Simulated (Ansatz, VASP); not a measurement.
# Two plane-wave programs on NiO

The input INCAR:

```
SYSTEM = NiO
PREC = Accurate
ENCUT = 520
EDIFF = 1E-7
ISMEAR = -1
SIGMA = 0.05
LREAL = .False.
LASPH = .True.
NELM = 120
ALGO = Normal
ISIF = 2
LWAVE = .False.
LCHARG = .False.
ISPIN = 2
MAGMOM = 1 0
LORBIT = 11
LMAXMIX = 4
GGA = PE
NBANDS = 19
```

KPOINTS

```
Automatic mesh
0
Gamma
  11 11 10
  0 0 0
```

File POSCAR:

```
NiO
1.0
    2.7262476896      0.0000000000      0.0000000000
   -1.3631238399      2.3609997519      0.0000000000
    0.0000000000      0.0000000000      2.6606826689
Ni O
1 1
Direct
    0.0000000000      0.0000000000      0.0000000000
    0.6666666667      0.3333333333      0.5000000000
```

input.yaml

```yaml
crystal:
  lattice:
    - [2.7262476896, 0.0, 0.0]
    - [-1.3631238399, 2.3609997519, 0.0]
    - [0.0, 0.0, 2.6606826689]
  atoms:
    - { symbol: Ni, position: [0.0, 0.0, 0.0], spin: 1.0 }
    - { symbol: O, position: [0.6666666667, 0.3333333333, 0.5] }
hamiltonian:
  xc: pbe
  pseudopotentials: { kind: paw }
magnetization:
  spin_polarized: true
kpoints:
  mp_grid: { grid: [11, 11, 10] }
scf:
  occupations: { method: fermi_dirac, width: 0.05 }
output:
  forces: true
  stress: true
  eigenvalues: true
  write_density: true
  write_potential: true
  elf: true
  volumetric_format: npy
```

Change from the starting cell: volume scaled by 0.94.

Alike in both runs: task single point; functional PBE; k mesh 11 × 11 × 10; occupations fermi-dirac, width 0.05 eV; collinear spin, ferromagnetic start.

|  | VASP | Ansatz |
| --- | --- | --- |
| version | VASP 6.6.1 | Ansatz 0.2.0 |
| potentials or method | VASP PAW PBE potentials, release 64 (Ni, O) | Ansatz PAW |
| plane-wave cutoff (eV) | 520 | 420 |
| valence electrons in the cell | 16 | 24 |

```tsv
	VASP	Ansatz	Ansatz less VASP
gap on the k mesh at the Fermi level (eV)	none	none	-
pressure (GPa)	16.0	13.3	-2.77
largest component of the traceless stress (GPa)	0.73	0.12	-0.607
net moment per atom (μB)	0.56	0.00	-0.564
size of the moment on the site where the two differ most (μB)	0.87	0.00	-0.872
```

The net moments differ so much that the two runs ended in different magnetic states, which moves the other rows too. Site moments also hang on the region over which each program counts them. A gap of «none» marks a metal or a gap that the smearing closes. The two sets of potentials don't hold the same shells in valence.

Caveats: semilocal functionals often make such compounds metallic where correlation or magnetic order opens a gap, which also shifts bond lengths; a cell with one magnetic atom can't hold antiferromagnetic order, which such compounds often take (VASP); the pressure holds a Pulay correction of +0.8 GPa for the finite cutoff (Ansatz); the starting moments weren't kept (Ansatz).
